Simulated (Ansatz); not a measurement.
# ZrO2: the cost of one run

Method: DFT HSE06, scalar-relativistic, plane waves, PAW, in Ansatz 0.2.0.

The COD entry's cell or inner coordinates are ideal or old and differ from later refinements, so a difference from it is no clean test against experiment.

## 1. Starting point

Symmetry: Fm-3m, No. 225, cubic system. The conventional cell has a = 5.116 Å, b = 5.116 Å, c = 5.116 Å, α = 90.00°, β = 90.00°, γ = 90.00°. Zr (site symmetry m-3m) has 8 O at 2.22 Å as nearest neighbours. Around O (site symmetry -43m) lie 4 Zr at 2.22 Å.

Coordinates:

```cif
data_structure
_symmetry_space_group_name_H-M 'P 1'
_symmetry_Int_Tables_number 1
_cell_length_a 3.6174
_cell_length_b 3.6174
_cell_length_c 3.6174
_cell_angle_alpha 60.000
_cell_angle_beta 60.000
_cell_angle_gamma 60.000
_cell_volume 33.47
loop_
_atom_site_label
_atom_site_type_symbol
_atom_site_fract_x
_atom_site_fract_y
_atom_site_fract_z
_atom_site_occupancy
Zr1 Zr 0.00000 0.00000 0.00000 1
O1 O 0.25000 0.25000 0.25000 1
O2 O 0.75000 0.75000 0.75000 1
```

It is the result of an earlier relaxation at this level (volume 11.16 Å³/atom; gap on the mesh: 3.32 eV).

## 2. Level of theory: HSE06

input.yaml

```yaml
crystal:
  lattice:
    - [0.0, 2.5578981845, 2.5578981845]
    - [2.5578981845, 0.0, 2.5578981845]
    - [2.5578981845, 2.5578981845, 0.0]
  atoms:
    - { symbol: Zr, position: [0.0, 0.0, 0.0] }
    - { symbol: O, position: [0.25, 0.25, 0.25] }
    - { symbol: O, position: [0.75, 0.75, 0.75] }
basis:
  ecutwfc: 420
kpoints:
  mp_grid: { grid: [6, 6, 6] }
  band_path:
    path:
      - [[0.0, 0.0, 0.0], [0.5, 0.0, 0.5], [0.625, 0.25, 0.625]]
      - [[0.375, 0.375, 0.75], [0.0, 0.0, 0.0], [0.5, 0.5, 0.5], [0.5, 0.25, 0.75], [0.5, 0.0, 0.5]]
    npoints: 4
hamiltonian:
  xc: hse06
scf:
  occupations: { method: gaussian, width: 0.02 }
output:
  forces: true
  stress: true
  eigenvalues: true
  populations: true
  dos: { projected: true, de: 0.02 }
  bader: false
```

Launch:

```bash
$ ansatz run input.yaml --threads 2 --pin off --max-ram 5120MiB --backend cpu --events-out ev --progress --plain --runs-dir out
```

Q: Estimate wall time and peak memory on 2 threads of Intel Xeon at 2.50GHz (Skylake/Cascade Lake), shared host.

About 6.2 min, with a peak of 1.2 GiB.
